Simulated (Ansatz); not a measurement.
# BN (P6_3mc), symmetry broken, then relaxed

The calculation used Ansatz 0.2.0, DFT r2SCAN, scalar-relativistic, plane waves, PAW. Settings: plane waves to 500 eV, k-mesh 10×10×10 (Γ-centred), Gaussian smearing 0.05 eV. No spin polarisation. Energies are free energies at this smearing, counted from the undisturbed cell; pressure is positive in compression.

Zero of the scan (relaxed at this level; this wurtzite form isn't the usual structure):

```
CELL_PARAMETERS angstrom
-2.54397 0.00000 0.00000
0.00000 4.40628 0.00000
1.27198 -2.20314 -4.20774
ATOMIC_POSITIONS crystal
B 0.00010 0.66677 0.00020
B 0.50010 0.16677 0.00020
B 0.75010 0.08343 0.50020
B 0.25010 0.58343 0.50020
N 0.18740 0.85407 0.37480
N 0.68740 0.35407 0.37480
N 0.93740 0.27073 0.87480
N 0.43740 0.77073 0.87480
```

The atoms are displaced (Å, in the unstrained cell):

```tsv
atom	ux	uy	uz
B1	-0.336	-0.139	-0.090
B2	0.044	0.046	-0.034
B3	-0.161	-0.039	0.066
B4	0.151	-0.074	-0.066
N5	0.064	0.231	-0.160
N6	0.134	-0.052	-0.044
N7	0.012	-0.071	0.244
N8	0.091	0.098	0.085
```

Cell and atoms are then relaxed.

Does the relaxation return to the undisturbed structure?

Yes (up to a choice of domain or origin): same space group and volume, and an energy 0.0 meV/atom from it. The disturbance itself cost 984.5 meV/atom. The final space group reads P6_3mc (tolerance 0.05 Å) and the volume changes by 0.01 %.

Final structure:

```
B N
1.0
    -2.54409    0.00000    0.00000
     0.00000    4.40649    0.00000
     1.27205   -2.20324   -4.20763
B N
4 4
Direct
  0.00009 0.66676 0.00019
  0.50010 0.16676 0.00019
  0.75010 0.08343 0.50019
  0.25009 0.58343 0.50019
  0.18740 0.85407 0.37481
  0.68740 0.35407 0.37481
  0.93740 0.27074 0.87481
  0.43741 0.77074 0.87481
```

The relaxation, step by step (energy from the first step; small jumps at an unchanged geometry come where the plane waves are selected anew for the new cell):

```
step  ΔE (meV/atom) largest force component (eV/Å) pressure (GPa)
   1            0.0                          16.441           36.73
   2         -722.6                           5.819            0.56
   3         -979.8                           0.108            9.93
   4         -984.5                           0.026           -0.48
   5         -984.5                           0.003           -0.01
   6         -984.5                           0.003           -0.02
```